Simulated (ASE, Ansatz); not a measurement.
# Convergence of a linear-scaling basis for CdS(110) slab, H on both faces (360 atoms)

Aim: test how closely localised support functions follow the reference on CdS(110) slab, H on both faces (360 atoms), and at what cost. A setting counts as converged where the r.m.s. difference of forces stays under 1 % of the r.m.s. force.

Method: Kohn-Sham DFT, PBE, PAW (set soft_2), plane waves, in Ansatz 0.2.0.

## (1) The structure

The cell holds 360 atoms: 150 Cd, 150 S and 60 H. Its edges and angles: a = 20.570 Å, b = 17.454 Å, c = 33.289 Å, α = 90.0°, β = 90.0°, γ = 90.0°. It derives from CdS (zinc-blende). Zinc-blende CdS (a = 5.818 Å), (110) slab of 10 atomic planes, 5 x 3 surface cells, H on the broken bonds of both faces, 12 Å of vacuum; displaced by a Gaussian of 0.02 Å. Regions: slab, 300 atoms (150 Cd and 150 S); hydrogen, 60 atoms (60 H). Vacuum lies along c.

Before any run, some limits are plain. Caps of real hydrogen don't mimic the fractional bonds of a polar compound, so surface states and strained caps may belong to the model. Beside vacuum, support functions can miss their usual error bounds without a warning. Sampling is at Γ alone, for a cell whose shortest periodic width is 17 Å.

## (2) Plane-wave single point

This run is the reference for what follows, at a cutoff of 420 eV.

Input file input.yaml:

```yaml
crystal:
  lattice:
    - [20.56974, 0.0, 0.0]
    - [0.0, 17.454, 0.0]
    - [0.0, 0.0, 33.28885]
  atoms:
    - { symbol: Cd, position: [0.89885, 0.18151, 0.22153] }
    - { symbol: S, position: [0.00035, 0.09863, 0.22296] }
    - { symbol: Cd, position: [0.00013, 0.01224, 0.28303] }
    - { symbol: S, position: [0.90043, 0.26482, 0.28435] }
    - { symbol: Cd, position: [0.90053, 0.18002, 0.34635] }
    - { symbol: S, position: [0.00163, 0.09915, 0.34509] }
    - { symbol: Cd, position: [0.00062, 0.01297, 0.40771] }
    - { symbol: S, position: [0.89988, 0.26374, 0.40718] }
    - { symbol: Cd, position: [0.90082, 0.18074, 0.46926] }
    - { symbol: S, position: [0.99969, 0.09826, 0.46835] }
    - { symbol: Cd, position: [0.99719, 0.01143, 0.53116] }
    - { symbol: S, position: [0.89836, 0.26424, 0.53022] }
    - { symbol: Cd, position: [0.89824, 0.18156, 0.59249] }
    - { symbol: S, position: [0.99972, 0.09739, 0.59309] }
    - { symbol: Cd, position: [0.99988, 0.01418, 0.65287] }
    - { symbol: S, position: [0.89751, 0.26422, 0.65472] }
    - { symbol: Cd, position: [0.90021, 0.17911, 0.71533] }
    - { symbol: S, position: [0.00051, 0.09729, 0.71587] }
    - { symbol: Cd, position: [0.00072, 0.01252, 0.77797] }
    - { symbol: S, position: [0.89941, 0.26226, 0.77803] }
    - { symbol: Cd, position: [0.09961, 0.18074, 0.22169] }
    - { symbol: S, position: [0.2013, 0.09767, 0.22227] }
    - { symbol: Cd, position: [0.19961, 0.01506, 0.2819] }
    - { symbol: S, position: [0.09902, 0.26408, 0.2841] }
    - { symbol: Cd, position: [0.09986, 0.17985, 0.3461] }
    - { symbol: S, position: [0.19938, 0.09557, 0.34564] }
    - { symbol: Cd, position: [0.19971, 0.01337, 0.4069] }
    - { symbol: S, position: [0.09984, 0.26312, 0.40636] }
    - { symbol: Cd, position: [0.10169, 0.18154, 0.46863] }
    - { symbol: S, position: [0.1993, 0.0991, 0.46803] }
    - { symbol: Cd, position: [0.20166, 0.01414, 0.53064] }
    - { symbol: S, position: [0.1001, 0.26381, 0.52983] }
    [... 322 atom lines left out ...]
    - { symbol: H, position: [0.60017, 0.73651, 0.81945] }
    - { symbol: H, position: [0.50048, 0.8883, 0.81137] }
    - { symbol: H, position: [0.6996, 0.90435, 0.18011] }
    - { symbol: H, position: [0.79964, 0.71938, 0.18902] }
    - { symbol: H, position: [0.79843, 0.73725, 0.81965] }
    - { symbol: H, position: [0.69933, 0.88728, 0.81055] }
kpoints:
  mp_grid: { grid: [1, 1, 1] }
hamiltonian:
  xc: pbe
scf:
  occupations: { method: fermi_dirac, width: 0.025 }
output:
  forces: true
  populations: true
  dos:
    method: { smearing: { sigma: 0.08 } }
    de: 0.1
    projected:
      site_lists:
        Cd: [Cd]
        H: [H]
        S: [S]
        hydrogen: [300, 301, 302, 303, 304, 305, 306, 307, 308, 309, 310, 311, 312, 313, 314, 315, 316, 317, 318, 319, 320, 321, 322, 323, 324, 325, 326, 327, 328, 329, 330, 331, 332, 333, 334, 335, 336, 337, 338, 339, 340, 341, 342, 343, 344, 345, 346, 347, 348, 349, 350, 351, 352, 353, 354, 355, 356, 357, 358, 359]
  eigenvalues: true
```

Started as:

```
$ ansatz run input.yaml --threads 32 --pin off --max-ram 92160MiB --backend cuda --events-out ev --progress --plain --runs-dir out --max-vram 78GiB
```

Numbers of over 12 decimals in the logs are rounded to 6 here.

The log of the run:

```text
Engine: ansatz 0.2.0, aarch64-unknown-linux-gnu
Pseudopotentials: kind: paw
Pseudopotential: Cd, paw, valence charge 20, recommended cutoff 420 eV (normal), Cd.paw.azcp
Pseudopotential: S, paw, valence charge 6, recommended cutoff 420 eV (normal), S.paw.azcp
Pseudopotential: H, paw, valence charge 1, recommended cutoff 420 eV (normal), H.paw.azcp
[... 5 lines on functional and potentials left out ...]
device memory: the entry about to start is reckoned to put 51.1 GiB on a device that reports 156.2 GiB free (of which the cap on the GPU budget leaves the run 78.0 GiB)
GPU FFT provider: cuFFT
GPU libraries: cuBLAS 13.8.1, cuFFT 12.4.0, cuSOLVER 12.3.2
GPU matrix products: emulated (plane waves: as basis.precision tells), large ones in fixed point in workspaces of 1.00 GiB
Crystal: 360 atoms, lattice volume = 11951.504 Å³
Basis set: ecut = 420 eV, 233685 PW (Γ), exchange–correlation on 288×240×450 points (8 copies of the dense FFT grid, shifted against one another)
Bands: 2376, of which v1, the nominal top of the filled ones, is band 1980 counted from 1 (1979 counted from 0)
Symmetry: 1 space group operations
Space group: P1 (ITA 1), of the structure as read, at distance tolerance 2.3e-4 Å
k-points: 1
[... 7 lines on functional and potentials left out ...]
Initial density: superposition of atomic densities (neutral atoms: chi_scale 0, normalization atom), corrected by the library's trained network
Initial wavefunctions: pseudopotential atomic-orbital guess
GPU buffer pool allocated for 3888000 grid points (all kernels)
GPU transforms: local potential and band sums: pruned to the plane-wave sphere, on 144×120×225
GPU projectors: on the FFT box's points about the atoms, with room for 2484120 of them (16 bands a pass); a geometry past the room, sums that fail their trial, or a want of GPU memory keeps the tables, and a block in half precision can take them where they are the faster
Functional: x = pbe(κ = 0.804, μ = 0.219515), c = pbe(β = 0.066725)
SCF iter   1: F=—  HF=-1374578.005101 eV  |F-HF|=—  |Δ(HF+E_count)|=         —  Δρ=1.47e-3  dr2=3.71e0  ethr=1.77e-3  ⟨swp⟩=7.0  Hψ=9608  notcnv=0  defer=177
preconditioner: auto → Resta (q_TF=auto, 2.270 Å⁻¹)  ε∞=3.5  [insulator: Δε(μ)=1.409 eV  Ē_g=11.202 eV  σ=0.025 eV  W_gap=1.00  n_scr=2370 (ndim 8)  ℏωp=17.8 eV  f_vac=0.370  D(μ)=0.00/eV (n_scr^D=0)  ε∞_Penn≈3.5  vacuum switching on, ρ_ref=9.1e-3 e/Å³]
SCF iter   2: F=—  HF=-1374577.299357 eV  |F-HF|=—  |Δ(HF+E_count)|=   7.06e-1  Δρ=8.59e-4  dr2=1.82e-1  ethr=9.36e-5  ⟨swp⟩=3.0  Hψ=2972  notcnv=0  defer=390
SCF iter   3: F=—  HF=-1374577.340046 eV  |F-HF|=—  |Δ(HF+E_count)|=   4.07e-2  Δρ=4.69e-4  dr2=3.70e-2  ethr=4.61e-6  ⟨swp⟩=2.0  Hψ=2652  notcnv=0  defer=390
SCF iter   4: F=—  HF=-1374577.299767 eV  |F-HF|=—  |Δ(HF+E_count)|=   4.03e-2  Δρ=1.02e-4  dr2=2.15e-3  ethr=9.33e-7  ⟨swp⟩=2.0  Hψ=3366  notcnv=0  defer=390
SCF iter   5: F=—  HF=-1374577.299813 eV  |F-HF|=—  |Δ(HF+E_count)|=   4.64e-5  Δρ=3.62e-5  dr2=2.34e-4  ethr=5.43e-8  ⟨swp⟩=2.0  Hψ=3343  notcnv=0  defer=390
SCF iter   6: F=—  HF=-1374577.457924 eV  |F-HF|=—  |Δ(HF+E_count)|=   1.58e-1  Δρ=1.40e-5  dr2=3.47e-5  ethr=5.92e-9  ⟨swp⟩=2.0  Hψ=3756  notcnv=0  defer=390
SCF iter   7: F=—  HF=-1374577.456087 eV  |F-HF|=—  |Δ(HF+E_count)|=   1.84e-3  Δρ=4.65e-6  dr2=3.03e-6  ethr=8.76e-10  ⟨swp⟩=2.0  Hψ=3723  notcnv=0  defer=390
SCF iter   8: F=—  HF=-1374577.456090 eV  |F-HF|=—  |Δ(HF+E_count)|=   3.16e-6  Δρ=2.11e-6  dr2=5.34e-7  ethr=7.65e-11  ⟨swp⟩=2.0  Hψ=3898  notcnv=0  defer=390
SCF iter   9: F=-1374577.456090 eV  HF=-1374577.456090 eV  |F-HF|=1.49e-8  |Δ(HF+E_count)|=   8.89e-8  Δρ=4.99e-7  dr2=3.93e-8  ethr=2.53e-12  ⟨swp⟩=32.0  Hψ=15447  notcnv=0
SCF 1 converged in 9 iterations: F = -1374577.456090 eV  dr2 = 3.93e-8
  greatest PAW one-centre occupation: 1.000 electrons in one spin orbital (limit 2), on the Cd atom at site 118 (counted from 0), in its partial waves of l = 0
SCF converged after 9 iterations
Free energy (F): -1374577.456090 eV
Harris-Foulkes:  -1374577.456090 eV  (|F-HF|=1.49e-8)
Internal energy: -1374577.456090 eV  (E = F + TS)
E sigma→0 (E₀):  -1374577.456090 eV
Fermi energy:    2.950542 eV
--- Per-component energies (eV) ---
  E_band       = -95106.282911
  E_kinetic    = 92643.456104
  E_local      = -3671067.953638  (includes V_loc(G=0)·N_el)
  E_nonlocal   = 9383.042489
  E_hartree    = 1801393.337705
  E_xc         = -41641.128038
  E_vxc        = -47085.564328  (∫ρ·V_xc dr)
  E_paw        = -702561.822433  (= ΣΔE_a)
  E_vpaw       = -81766.052322  (= ΣTr[D̂ρ^β])
  E_aug_tail   = -0.066817  (compensation charges beyond the density's cutoff)
  E_ewald      = 1137273.678538
  E_smearing   = -0.000000  (= −TS)
  E_closure    = -0.000000  (closes the sum)
  Σ components = -1374577.456090   (vs F -1374577.456090, Δ=0.00e0)
--- Forces (eV/Å), atoms counted from 1 ---
[... 360 lines of forces left out ...]
  max |Σ_I F_I| component: 4.35e-5 eV/Å
--- Band table (eV) ---
[... left out ...]
--- Löwdin populations: 360 sites ---
  site symbol       q [e]
[... 360 lines, one an atom, left out ...]
  spilling = 0.008027 (of n_electrons = 3960.000000)
```

The job ended after 14 s (1 × NVIDIA GB200 with 32 threads of Arm Neoverse V2, shared host; peak memory 5.2 GiB; 45 s of CPU time).

That memory is the host's; the program planned up to 51.1 GiB on the GPU. Forces of this run were stored rounded, and per-atom blocks of the log weren't kept.

Numbers from this run:

```yaml
free_energy: -1374577.4561 eV
free_energy_per_atom: -3818.2707 eV/atom
scf_cycles: 9
r_m_s_force_component: 0.3649 eV/Å
longest_force: 2.141 eV/Å
fermi_energy: 2.951 eV
spacing_of_highest_filled_and_lowest_empty_level: 1.281 eV
spilling_of_the_projection: 0.008027
```

Length of the force by element:

| element | coordination | atoms | mean length of the force (eV/Å) | spread | least | most |
| --- | --- | --- | --- | --- | --- | --- |
| Cd | all | 150 | 0.481 | 0.329 | 0.0858 | 1.86 |
| H | all | 60 | 0.66 | 0.401 | 0.092 | 2.07 |
| S | all | 150 | 0.521 | 0.331 | 0.0909 | 2.14 |

Löwdin charges by element (they lack the spilled electrons, 0.088 e an atom on average):

| element | coordination | atoms | mean charge (e) | spread | least | most |
| --- | --- | --- | --- | --- | --- | --- |
| Cd | all | 150 | 1.26 | 0.0243 | 1.21 | 1.29 |
| H | all | 60 | -0.146 | 0.346 | -0.502 | 0.203 |
| S | all | 150 | -0.993 | 0.183 | -1.10 | -0.618 |

By region:

| region | atoms | mean length of the force (eV/Å) |
| --- | --- | --- |
| slab | 300 | 0.501 |
| hydrogen | 60 | 0.66 |

States in the cell by windows of 1 eV, zero at the Fermi level; some projections on atomic orbitals stand beside the total:

| from (eV) | to (eV) | total | Cd d | S p | Cd s | S s |
| --- | --- | --- | --- | --- | --- | --- |
| -14 | -13 | 58.8 | 2.6 | 0.1 | 8.2 | 45.5 |
| -13 | -12 | 196.3 | 17.2 | 0.2 | 12.7 | 165.3 |
| -12 | -9 | 0.0 | 0.0 | 0.0 | 0.0 | 0.0 |
| -9 | -8 | 1135.8 | 1075.4 | 49.0 | 3.7 | 1.9 |
| -8 | -7 | 364.8 | 337.4 | 8.5 | 3.7 | 11.9 |
| -7 | -6 | 32.6 | 5.0 | 16.1 | 4.1 | 1.7 |
| -6 | -5 | 56.2 | 4.8 | 33.7 | 9.7 | 2.3 |
| -5 | -4 | 192.2 | 9.8 | 119.5 | 50.1 | 6.5 |
| -4 | -3 | 135.7 | 8.9 | 105.6 | 9.7 | 4.4 |
| -3 | -2 | 321.2 | 19.3 | 276.5 | 6.7 | 2.9 |
| -2 | -1 | 159.2 | 11.0 | 138.2 | 1.3 | 0.5 |
| -1 | 0 | 63.2 | 3.7 | 21.8 | 3.2 | 0.4 |
| 0 | 1 | 2.0 | 0.0 | 0.2 | 1.1 | 0.5 |
| 1 | 2 | 15.3 | 0.1 | 3.2 | 7.9 | 2.4 |
| 2 | 3 | 93.8 | 0.2 | 16.4 | 39.9 | 8.1 |
| 3 | 4 | 209.5 | 0.5 | 39.2 | 66.0 | 7.3 |
| 4 | 5 | 213.3 | 0.5 | 30.2 | 33.5 | 1.4 |

The curve was stored every 0.100 eV, coarse against its broadening of 0.08 eV, so these counts are rough.

Between -26 and -14 eV lie 45 more states.

The stored curve holds about 2761 of the 3960 electrons; the rest, give or take the few that broadening carries across the Fermi level, lie in deeper levels below its range.

Not all projections were asked for or kept, so they needn't add up to the total.

The levels nearest the highest filled one (over half full), pooled over k-points and spins:

| level less the highest filled one (eV) | occupation |
| --- | --- |
| -0.0854 | 2 |
| -0.0707 | 2 |
| -0.061 | 2 |
| -0.0443 | 2 |
| -0.0174 | 2 |
| 0 | 2 |
| 1.28 | 0 |
| 1.92 | 0 |
| 2.27 | 0 |
| 2.29 | 0 |
| 2.50 | 0 |
| 2.51 | 0 |

Mean Löwdin charges: Cd +1.26, H -0.15, S -0.99 e (they miss 0.80 % of the electrons, so they add up to more than the cell's charge). The largest share in the top eV of filled states is S p (64 % of the projected weight), and in the lowest eV of empty states Cd s (55 % of the projected weight).

## (3) Distances and neighbours

Bonds and neighbours are counted at the geometry of the runs.

Normalised to the volume that the atoms fill. Pair distribution functions g(r), in bins of 0.2 Å:

| r (Å) | total | Cd-Cd | Cd-S | Cd-H | S-S | S-H | H-H |
| --- | --- | --- | --- | --- | --- | --- | --- |
| 1.20 | 0.06 | 0.00 | 0.00 | 0.00 | 0.00 | 0.46 | 0.00 |
| 1.40 | 0.80 | 0.00 | 0.00 | 0.00 | 0.00 | 5.75 | 0.00 |
| 1.60 | 0.30 | 0.00 | 0.00 | 2.13 | 0.00 | 0.00 | 0.00 |
| 1.80 | 0.24 | 0.00 | 0.00 | 1.74 | 0.00 | 0.00 | 0.00 |
| 2.00 | 0.00 | 0.00 | 0.00 | 0.00 | 0.00 | 0.00 | 0.00 |
| 2.20 | 0.00 | 0.00 | 0.00 | 0.00 | 0.00 | 0.00 | 0.00 |
| 2.40 | 1.23 | 0.00 | 3.54 | 0.00 | 0.00 | 0.00 | 0.00 |
| 2.60 | 3.40 | 0.00 | 9.76 | 0.00 | 0.00 | 0.00 | 0.00 |
| 2.80 | 0.00 | 0.00 | 0.00 | 0.00 | 0.00 | 0.00 | 0.00 |
| 3.00 | 0.00 | 0.00 | 0.00 | 0.00 | 0.00 | 0.00 | 0.00 |
| 3.20 | 0.46 | 0.00 | 0.00 | 3.19 | 0.00 | 0.00 | 0.69 |
| 3.40 | 0.55 | 0.00 | 0.00 | 0.03 | 0.00 | 2.10 | 9.27 |
| 3.60 | 0.09 | 0.00 | 0.00 | 0.00 | 0.00 | 0.66 | 0.00 |
| 3.80 | 0.21 | 0.00 | 0.00 | 0.00 | 0.00 | 0.00 | 7.61 |
| 4.00 | 1.66 | 4.49 | 0.00 | 0.00 | 4.74 | 0.00 | 1.90 |
| 4.20 | 3.83 | 9.68 | 0.00 | 0.97 | 9.48 | 1.69 | 4.67 |
| 4.40 | 0.61 | 0.00 | 0.00 | 2.41 | 0.00 | 1.96 | 0.00 |
| 4.60 | 0.01 | 0.00 | 0.00 | 0.07 | 0.00 | 0.00 | 0.00 |
| 4.80 | 3.50 | 0.00 | 10.04 | 0.00 | 0.00 | 0.00 | 0.00 |
| 5.00 | 0.09 | 0.00 | 0.07 | 0.44 | 0.00 | 0.00 | 0.00 |
| 5.20 | 0.32 | 0.00 | 0.00 | 0.80 | 0.00 | 1.49 | 0.00 |
| 5.40 | 0.13 | 0.00 | 0.00 | 0.03 | 0.00 | 0.89 | 0.00 |
| 5.60 | 0.15 | 0.00 | 0.00 | 1.06 | 0.00 | 0.00 | 0.00 |
| 5.80 | 1.27 | 3.41 | 0.00 | 0.00 | 3.40 | 0.00 | 3.28 |
| 6.00 | 0.13 | 0.01 | 0.00 | 0.90 | 0.02 | 0.00 | 0.00 |
| 6.20 | 0.17 | 0.00 | 0.48 | 0.02 | 0.00 | 0.01 | 0.00 |
| 6.40 | 1.94 | 0.00 | 5.17 | 0.26 | 0.00 | 0.81 | 0.00 |
| 6.60 | 0.34 | 0.00 | 0.00 | 1.26 | 0.00 | 1.03 | 0.96 |

Bonds by pair of elements; cutoffs follow the first minimum of g(r), held within bounds set by covalent radii, and pairs that aren't listed don't count as bonded:

| pair A-B | cutoff (Å) | bonds | mean length (Å) | spread (Å) | shortest (Å) | B about A | A about B |
| --- | --- | --- | --- | --- | --- | --- | --- |
| Cd-S | 2.98 | 570 | 2.52 | 0.031 | 2.43 | 3.8 | 3.8 |
| Cd-H | 2.12 | 30 | 1.7 | 0.032 | 1.64 | 0.2 | 0.5 |
| S-H | 1.7 | 30 | 1.34 | 0.031 | 1.28 | 0.2 | 0.5 |

How many atoms have how many bonded neighbours:

| element | mean | 1 | 4 |
| --- | --- | --- | --- |
| Cd | 4 | 0 | 150 |
| H | 1 | 60 | 0 |
| S | 4 | 0 | 150 |

Bond angles, per cent of each kind in bins of 5°:

| angle (°) | S-Cd-S | Cd-S-Cd | H-Cd-S | Cd-S-H |
| --- | --- | --- | --- | --- |
| 105–110 | 68.9 | 67.4 | 67.8 | 70.0 |
| 110–115 | 31.1 | 32.6 | 32.2 | 30.0 |

Bond angles (no mean is given where the spread exceeds 20°):

| angle | count | mean (°) | spread (°) |
| --- | --- | --- | --- |
| S-Cd-S | 810 | 110 | 1.1 |
| Cd-S-Cd | 810 | 110 | 1.1 |
| H-Cd-S | 90 | 110 | 1.2 |
| Cd-S-H | 90 | 109 | 1.4 |

For some of the pairs, g(r) has its first main peak near 4.12 Å (Cd-Cd), 2.52 Å (Cd-S), 1.70 Å (Cd-H), 4.11 Å (S-S), 1.34 Å (S-H) and 3.34 Å (H-H). With the cutoffs above, all Cd atoms have 4, all H atoms have 1 and all S atoms have 4 bonded neighbours. The S-Cd-S angle averages 110° with a spread of 1.1°.

(Part 1 of 2 ends here.)

[Logs are printed without paths, hosts, clocks, repeated set-up lines and the standing remarks that a program may print on its own settings, such as how far it seeks lower states.]

[Hosts, paths, dates, database ids (printed as entryN), source tags and the programs' standing remarks are cut or masked in the printed files.]
